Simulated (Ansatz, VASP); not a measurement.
## Na in VASP and in Ansatz

The input INCAR:

```
SYSTEM = Na
ALGO = Normal ; EDIFF = 1E-8
ENCUT = 520 ; ISIF = 2
ISMEAR = -1 ; LASPH = .True.
LCHARG = .False. ; LEFG = .True.
LREAL = .False. ; LWAVE = .False.
NBANDS = 10 ; NELM = 80
PREC = Accurate ; SIGMA = 0.03
```

The input KPOINTS:

```
k-points
0
Gamma
  11 11 11
  0 0 0
```

POSCAR

```
Na
1.0
   -2.1175000000      2.1175000000      2.1175000000
    2.1175000000     -2.1175000000      2.1175000000
    2.1175000000      2.1175000000     -2.1175000000
Na
1
Direct
    0.0000000000      0.0000000000      0.0000000000
```

Input for Ansatz:

```yaml
crystal:
  lattice:
    - [-2.1175, 2.1175, 2.1175]
    - [2.1175, -2.1175, 2.1175]
    - [2.1175, 2.1175, -2.1175]
  atoms:
    - { symbol: Na, position: [0.0, 0.0, 0.0] }
kpoints:
  mp_grid: { grid: [11, 11, 11] }
  band_path:
    path:
      - [0.0, 0.0, 0.0]
      - [0.5, -0.5, 0.5]
      - [0.0, 0.0, 0.5]
      - [0.0, 0.0, 0.0]
      - [0.25, 0.25, 0.25]
      - [0.5, -0.5, 0.5]
      - [0.25, 0.25, 0.25]
      - [0.0, 0.0, 0.5]
    npoints: 5
scf:
  occupations: { method: fermi_dirac, width: 0.03 }
hamiltonian:
  xc: lda
  pseudopotentials: { kind: paw }
output:
  forces: true
  stress: true
  eigenvalues: true
  efg: { contact_densities: true }
```

Alike in both runs: task electric field gradients; functional LDA; k mesh 11 × 11 × 11; occupations fermi-dirac, width 0.03 eV; no spin polarisation.

|  | VASP | Ansatz |
| --- | --- | --- |
| version | VASP 6.6.1 | Ansatz 0.2.0 |
| potentials or method | VASP PAW LDA potentials, release 64 (Na_pv) | PAW with Ansatz's default frozen-core files, scalar-relativistic |
| plane-wave cutoff (eV) | 520 | 420 |
| valence electrons in the cell | 7 | 9 |

```csv
,VASP,Ansatz,Ansatz less VASP
pressure (GPa),-1.0,-1.0,+0.02
Vzz of the field gradient on the site that differs most (V/Å²),0.0,0.0,0.00
```

The two sets of potentials don't hold the same shells in valence.
